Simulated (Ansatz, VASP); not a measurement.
Pd: VASP beside Ansatz

The input INCAR:

```
SYSTEM = Pd
PREC = Accurate
ENCUT = 600
EDIFF = 1E-7
ISMEAR = 0
SIGMA = 0.1
LREAL = .False.
LASPH = .True.
NELM = 60
ALGO = Fast
ISIF = 3
LWAVE = .False.
LCHARG = .False.
GGA = PS
IBRION = 2
NSW = 100
EDIFFG = -0.01
```

Contents of KPOINTS:

```
Automatic mesh
0
Gamma
  16 16 16
  0 0 0
```

POSCAR

```
Pd
1.0
    0.0000000000      2.8389838843      2.8389838843
    2.8389838843      0.0000000000      2.8389838843
    2.8389838843      2.8389838843      0.0000000000
Pd
2
Direct
    0.0000000000      0.0000000000      0.0000000000
    0.2500000000      0.2500000000      0.2500000000
```

Input for Ansatz:

```yaml
crystal:
  lattice:
    - [0.0, 2.8389838843, 2.8389838843]
    - [2.8389838843, 0.0, 2.8389838843]
    - [2.8389838843, 2.8389838843, 0.0]
  atoms:
    - { symbol: Pd, position: [0.0, 0.0, 0.0] }
    - { symbol: Pd, position: [0.25, 0.25, 0.25] }
basis:
  ecutwfc: 420
kpoints:
  mp_grid: { grid: [16, 16, 16] }
hamiltonian:
  xc: pbesol
scf:
  occupations: { method: gaussian, width: 0.1 }
output:
  forces: true
  stress: true
  eigenvalues: true
relax:
  adjacent_minimum: "off"
  f_tol: 0.01
  max_steps: 80
  cell: { stress_tol: 0.05 }
```

Alike in both runs: task relaxation of cell and atoms; functional PBEsol; k mesh 16 × 16 × 16; occupations gaussian, width 0.1 eV; no spin polarisation.

|  | VASP | Ansatz |
| --- | --- | --- |
| version | VASP 6.6.1 | Ansatz 0.2.0 |
| potentials or method | VASP PAW PBE potentials, release 64 (Pd) | scalar-relativistic, plane waves, PAW |
| plane-wave cutoff (eV) | 600 | 420 |
| valence electrons in the cell | 20 | 36 |

Ansatz gave:

```
gap on the k mesh at the Fermi level, each at its own relaxed structure (eV) : none
relaxed volume (Å³/atom)                                                     : 22.96
relaxed cell length with the largest relative difference (Å)                 : 4.020
```

Problem. What did VASP give for the same quantities?

Solution. gap on the k mesh at the Fermi level, each at its own relaxed structure (eV): none; relaxed volume (Å³/atom): 22.83; relaxed cell length with the largest relative difference (Å): 4.012.

A gap of «none» marks a metal or a gap that the smearing closes. The two sets of potentials don't hold the same shells in valence.

Caveats: the PAW data sets were made with another functional, which shifts forces and pressure a little (VASP).
